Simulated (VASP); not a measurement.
A run of VASP 6.6.1 is set up as follows.

File INCAR:

```
SYSTEM = AgBr
PREC = Accurate
ENCUT = 520
EDIFF = 1E-7
ISMEAR = 0
SIGMA = 0.02
LREAL = .False.
LASPH = .True.
NELM = 100
ALGO = Normal
ISIF = 2
LWAVE = .False.
LCHARG = .False.
LMAXMIX = 4
METAGGA = R2SCAN
LMIXTAU = .True.
NBANDS = 16
```

KPOINTS

```
regular mesh
0
Gamma
  8 8 8
  0 0 0
```

POSCAR

```
AgBr
1.0
    0.0000000000      2.8701500000      2.8701500000
    2.8701500000      0.0000000000      2.8701500000
    2.8701500000      2.8701500000      0.0000000000
Ag Br
1 1
Direct
    0.0000000000      0.0000000000      0.0000000000
    0.5000000000      0.5000000000      0.5000000000
```

KPOINTS_OPT

```
path GXWKGLUWLK,UX
10
line-mode
reciprocal
 0.0000000000  0.0000000000  0.0000000000  G
 0.5000000000  0.0000000000  0.5000000000  X

 0.5000000000  0.0000000000  0.5000000000  X
 0.5000000000  0.2500000000  0.7500000000  W

 0.5000000000  0.2500000000  0.7500000000  W
 0.3750000000  0.3750000000  0.7500000000  K

 0.3750000000  0.3750000000  0.7500000000  K
 0.0000000000  0.0000000000  0.0000000000  G

 0.0000000000  0.0000000000  0.0000000000  G
 0.5000000000  0.5000000000  0.5000000000  L

 0.5000000000  0.5000000000  0.5000000000  L
 0.6250000000  0.2500000000  0.6250000000  U

 0.6250000000  0.2500000000  0.6250000000  U
 0.5000000000  0.2500000000  0.7500000000  W

 0.5000000000  0.2500000000  0.7500000000  W
 0.5000000000  0.5000000000  0.5000000000  L

 0.5000000000  0.5000000000  0.5000000000  L
 0.3750000000  0.3750000000  0.7500000000  K

 0.6250000000  0.2500000000  0.6250000000  U
 0.5000000000  0.0000000000  0.5000000000  X
```

Potentials or basis: VASP PAW PBE potentials, release 64 (Ag, Br).

Command:

```sh
$ cat potpaw_PBE.64/Ag/POTCAR potpaw_PBE.64/Br/POTCAR > POTCAR
$ mpirun -np 1 vasp_std > vasp.out
```

Estimate the band gap along the path.

1.25 eV, indirect (least direct gap 3.28 eV).

Estimate the band gap on the k mesh.

1.25 eV, indirect (least direct gap 3.28 eV).

Predict the pressure.

1.1 GPa.

Levels at the corners of the path, in eV from the valence-band top:
```
point  band 5  band 6  band 7  band 8  band 9  band 10  band 11  band 12  band 13  band 14
    Γ   -2.77   -2.77   -2.03   -2.03   -2.03     1.25    10.42    10.42    10.42    11.61
    X   -2.93   -2.62   -2.38   -2.38   -2.25     2.14     7.41     9.72    11.89    11.89
    X   -2.93   -2.62   -2.38   -2.38   -2.25     2.14     7.41     9.72    11.89    11.89
    W   -2.38   -2.34   -2.29   -2.29   -1.46     4.28     7.84     8.16     8.16    13.64
    W   -2.38   -2.34   -2.29   -2.29   -1.46     4.28     7.84     8.16     8.16    13.64
    K   -2.63   -2.43   -2.21   -1.98   -1.20     3.50     7.30     8.79     9.89    11.43
    K   -2.63   -2.43   -2.21   -1.98   -1.20     3.50     7.30     8.79     9.89    11.43
    Γ   -2.77   -2.77   -2.03   -2.03   -2.03     1.25    10.42    10.42    10.42    11.61
    Γ   -2.77   -2.77   -2.03   -2.03   -2.03     1.25    10.42    10.42    10.42    11.61
    L   -2.48   -2.48   -2.13    0.00    0.00     4.24     7.23     7.37     7.37    12.81
    L   -2.48   -2.48   -2.13    0.00    0.00     4.24     7.23     7.37     7.37    12.81
    U   -2.63   -2.43   -2.21   -1.98   -1.20     3.50     7.30     8.79     9.89    11.43
    U   -2.63   -2.43   -2.21   -1.98   -1.20     3.50     7.30     8.79     9.89    11.43
    W   -2.38   -2.34   -2.29   -2.29   -1.46     4.28     7.84     8.16     8.16    13.64
    W   -2.38   -2.34   -2.29   -2.29   -1.46     4.28     7.84     8.16     8.16    13.64
    L   -2.48   -2.48   -2.13    0.00    0.00     4.24     7.23     7.37     7.37    12.81
    L   -2.48   -2.48   -2.13    0.00    0.00     4.24     7.23     7.37     7.37    12.81
    K   -2.63   -2.43   -2.21   -1.98   -1.20     3.50     7.30     8.79     9.89    11.43
    U   -2.63   -2.43   -2.21   -1.98   -1.20     3.50     7.30     8.79     9.89    11.43
    X   -2.93   -2.62   -2.38   -2.38   -2.25     2.14     7.41     9.72    11.89    11.89
```

Caveat: the PAW data sets were made with another functional, which shifts forces and pressure a little. r2SCAN opens gaps a little over a GGA but as a rule still falls short of measured ones.
